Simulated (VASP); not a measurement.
Wanted: the native input for a VASP 6.6.1 run.

```
Task                   : single point
Functional             : PBEsol
Potentials or basis    : VASP PAW PBE potentials, release 64 (W_sv, S)
Cutoff                 : 350 eV
k mesh                 : 3 × 3 × 2
Occupations            : gaussian, width 0.03 eV
Spin                   : collinear spin, ferromagnetic start
Starting moments       : [0.0, 0.0, 0.0, 0.0, 0.0, 0.0, 0.0, 0.0, 0.0, 0.0, 0.0, 0.17, 0.17, 0.17, 0.0, 0.0, 0.0, 0.0, 0.0, 0.17, 0.17, 0.17, 0.0] μB
Fixed moment           : 1 μB
Dq                     : -1
Further INCAR settings : LREAL = Auto; ALGO = Normal; EDIFF = 1e-05; NBANDS = 118; NELECT = 195.0
```

The structure of W7S16 (a cell with a defect) lies in POSCAR:

```
W7S16
1.0
    6.3064000000      0.0000000000      0.0000000000
   -3.1532000000      5.4615026064      0.0000000000
    0.0000000000      0.0000000000     12.3230000000
W S
7 16
Direct
    0.1666666667      0.8333333333      0.2500000000
    0.6666666667      0.3333333333      0.2500000000
    0.6666666667      0.8333333333      0.2500000000
    0.3333333333      0.1666666667      0.7500000000
    0.3333333333      0.6666666667      0.7500000000
    0.8333333333      0.1666666667      0.7500000000
    0.8333333333      0.6666666667      0.7500000000
    0.1666666667      0.3333333333      0.6225000000
    0.1666666667      0.8333333333      0.6225000000
    0.6666666667      0.3333333333      0.6225000000
    0.6666666667      0.8333333333      0.6225000000
    0.3333333333      0.1666666667      0.1225000000
    0.3333333333      0.6666666667      0.1225000000
    0.8333333333      0.1666666667      0.1225000000
    0.8333333333      0.6666666667      0.1225000000
    0.1666666667      0.3333333333      0.8775000000
    0.1666666667      0.8333333333      0.8775000000
    0.6666666667      0.3333333333      0.8775000000
    0.6666666667      0.8333333333      0.8775000000
    0.3333333333      0.1666666667      0.3775000000
    0.3333333333      0.6666666667      0.3775000000
    0.8333333333      0.1666666667      0.3775000000
    0.8333333333      0.6666666667      0.3775000000
```

One way to write it, as run:

INCAR

```
ALGO = Normal ; EDIFF = 1E-5
ENCUT = 350 ; GGA = PS
ISIF = 2 ; ISMEAR = 0
ISPIN = 2 ; KPAR = 4
LASPH = T ; LCHARG = F
LMAXMIX = 4 ; LORBIT = 11
LREAL = Auto ; LWAVE = F
MAGMOM = 0 0 0 0 0 0 0 0 0 0 0 0.17 0.17 0.17 0 0 0 0 0 0.17 0.17 0.17 0 ; NBANDS = 118
NELECT = 195.0 ; NELM = 120
NUPDOWN = 1 ; PREC = Accurate
SIGMA = 0.03
```

KPOINTS

```
k-points
0
Gamma
  3 3 2
```

Potentials or basis: VASP PAW PBE potentials, release 64 (W_sv, S).

Run with:

```sh
$ cat potpaw_PBE.64/W_sv/POTCAR potpaw_PBE.64/S/POTCAR > POTCAR
$ mpirun -np 4 vasp_std > vasp.out
```

It gave:

- Largest force: 0.866 eV/Å
- Net moment: 1.00 μB per cell
- Site moments: W +0.03, +0.00; S +0.00, -0.00, +0.09, +0.01 μB
- Valence electrons inside the program's atomic spheres: W 12.03, 12.10; S 3.70, 3.66

Caveat: the k mesh is coarse (spacing up to 0.38 Å⁻¹), so the values aren't converged; the PAW data sets were made with another functional, which shifts forces and pressure a little; the total moment is fixed, so each spin has its own Fermi level.

Run time: 2.6 min on 4 MPI ranks on Intel(R) Xeon(R) 6975P-C (Granite Rapids), with other jobs on the host, peak memory 0.55 GiB a rank.
